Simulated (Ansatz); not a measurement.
# Convergence of NaF

```yaml
crystal:
  lattice:
    - [0.00000, 2.32330, 2.32330]
    - [2.32330, 0.00000, 2.32330]
    - [2.32330, 2.32330, 0.00000]
  atoms:
    - { symbol: Na, position: [0.00000, 0.00000, 0.00000] }
    - { symbol: F, position: [0.50000, 0.50000, 0.50000] }
```

Atom numbers follow the list: Na1, F2.

The conventional cell has a = 4.647 Å, b = 4.647 Å, c = 4.647 Å, α = 90.00°, β = 90.00°, γ = 90.00°. Na (atom 1) has 6 F at 2.32 Å as nearest neighbours. F (atom 2) is surrounded by 6 Na at 2.32 Å.

The cell is a measured one (Crystallography Open Database entry 9007459); the temperature and pressure of the measurement aren't taken into account, and nothing was relaxed.

These are results of Ansatz 0.2.0, DFT, PBE, all-electron LAPW, scalar-relativistic, not measurements.

Sampling and basis: a Γ-centred 11×11×11 k mesh, Fermi–Dirac smearing of 0.03 eV, basis error target 0.5 meV/atom, no spin polarisation. One setting is then changed at a time.

```json
{"k mesh": "11×11×11 (base)", "free energy less the base's (meV/atom)": "0.0", "P (GPa)": "1.72", "gap on the mesh (eV)": "6.266", "cutoff chosen (eV)": "283"}
{"k mesh": "3×3×3", "free energy less the base's (meV/atom)": "?", "P (GPa)": "?", "gap on the mesh (eV)": "6.260", "cutoff chosen (eV)": "283"}
{"k mesh": "6×6×6", "free energy less the base's (meV/atom)": "0.0", "P (GPa)": "1.72", "gap on the mesh (eV)": "6.266", "cutoff chosen (eV)": "283"}
{"k mesh": "8×8×8", "free energy less the base's (meV/atom)": "0.0", "P (GPa)": "1.72", "gap on the mesh (eV)": "6.266", "cutoff chosen (eV)": "283"}
{"k mesh": "15×15×15", "free energy less the base's (meV/atom)": "0.0", "P (GPa)": "1.72", "gap on the mesh (eV)": "6.266", "cutoff chosen (eV)": "283"}
```

Q: Fill in "free energy less the base's (meV/atom)" for the row "3×3×3".

A: 2.8.

Q: Fill in "P (GPa)" for the row "3×3×3".

A: 1.79.
